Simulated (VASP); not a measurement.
## Al2Cu (Khatyrkite) under changes of volume

One of the cells (15.259 Å³/atom); the others are scaled copies at fixed shape and fractional positions:

```
Cu Al
1.0
    -3.05359    3.05359    2.45465
     3.05359   -3.05359    2.45465
     3.05359    3.05359   -2.45465
Cu Al
2 4
Direct
  0.25000 0.25000 0.00000
  0.75000 0.75000 0.00000
  0.34190 0.15810 0.50000
  0.84190 0.34190 0.18380
  0.65810 0.84190 0.50000
  0.15810 0.65810 0.81620
```

| Property | Result |
| --- | --- |
| Program | VASP 6.6.1 |
| Functional | PBEsol |
| Potentials or basis | VASP PAW PBE potentials, release 64 (Cu, Al) |
| Cutoff | 520 eV |
| k mesh | 7 × 7 × 7 |
| Occupations | fermi-dirac, width 0.05 eV |
| Spin | no spin polarisation |

```csv
volume (Å³/atom),energy over the lowest point (meV/atom),pressure (GPa),largest force (eV/Å)
14.062,?,?,?
14.361,0.00,0.9,0.046
14.660,0.18,-1.2,0.056
15.259,11.99,-5.0,0.074
15.558,22.81,-6.6,0.082
15.857,36.44,-8.0,0.089
```

Question: What does the run at 14.062 Å³/atom give?

Answer: Energy over the lowest point 4.25 meV/atom; pressure 3.5 GPa; largest force 0.034 eV/Å.

Worked out: A Birch-Murnaghan fit of order 3 (a polynomial in V^(-2/3)) to the other rows has its minimum at 14.50 Å³/atom with B0 = V·E''(V) = 109 GPa and B' = 4.5 at fixed shape and positions, which overstates the stiffness. It gives 4.24 meV/atom at 14.062 Å³/atom, against the run's 4.25, and -dE/dV = 3.5 GPa, against 3.5.

Energies are extrapolated to zero smearing.

Caveats: the PAW data sets were made with another functional, which shifts forces and pressure a little.
